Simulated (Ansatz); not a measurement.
# S (fcc type): a single-point run

Wanted: a converged single-point run for S (fcc type), and a check of what comes out.

Computed with Ansatz 0.2.0 (DFT, LDA, all-electron LAPW, scalar-relativistic, unless a step's input says otherwise).

1 further run of the same task is left out (set aside as unsound or not needed). Runs told in other sessions of the task aren't counted.

## 1. Starting point

Symmetry: Fm-3m, No. 225, cubic system. Conventional cell: a = 3.757 Å, b = 3.757 Å, c = 3.757 Å, α = 90.00°, β = 90.00°, γ = 90.00°. Around S (site symmetry m-3m) lie 12 S at 2.66 Å.

Coordinates:

```
S
1.0
     0.00000    1.87859    1.87859
     1.87859    0.00000    1.87859
     1.87859    1.87859    0.00000
S
1
Direct
  0.00000 0.00000 0.00000
```

## 2. Running it

input.yaml

```yaml
crystal:
  lattice:
    - [0.0, 1.8785853912, 1.8785853912]
    - [1.8785853912, 0.0, 1.8785853912]
    - [1.8785853912, 1.8785853912, 0.0]
  atoms:
    - { symbol: S, position: [0.0, 0.0, 0.0] }
kpoints:
  mp_grid: { grid: [16, 15, 17] }
scf:
  occupations: { method: fermi_dirac, width: 0.08 }
  max_iter: 75
hamiltonian:
  xc: lda
  pseudopotentials: { kind: all_electron, lapw: { basis_error: 0.001 } }
output:
  forces: true
  stress: true
  eigenvalues: true
  populations: true
```

Launch:

```console
> ansatz run input.yaml --threads 1 --pin off --max-ram 2048MiB --backend cpu --events-out ev --progress --plain --runs-dir out
```

**Question.** How will this run end, and is anything wrong with its input?

The run converged and reported no error, with warnings (symmetry narrowed by mesh). Its log warns: «crystal.symmetry: narrowed to the stabiliser of the k-point mesh — unitary ops 48 → 2; excluded 46 operations that carry a point of the 16×15×17 mesh (shift [0, 0 ...»

Look at the input: kpoints.mp_grid.grid is [16, 15, 17]. Unequal divisions along equivalent axes break the crystal's symmetry in the sampling.

The test: set kpoints.mp_grid.grid to [16, 16, 16].
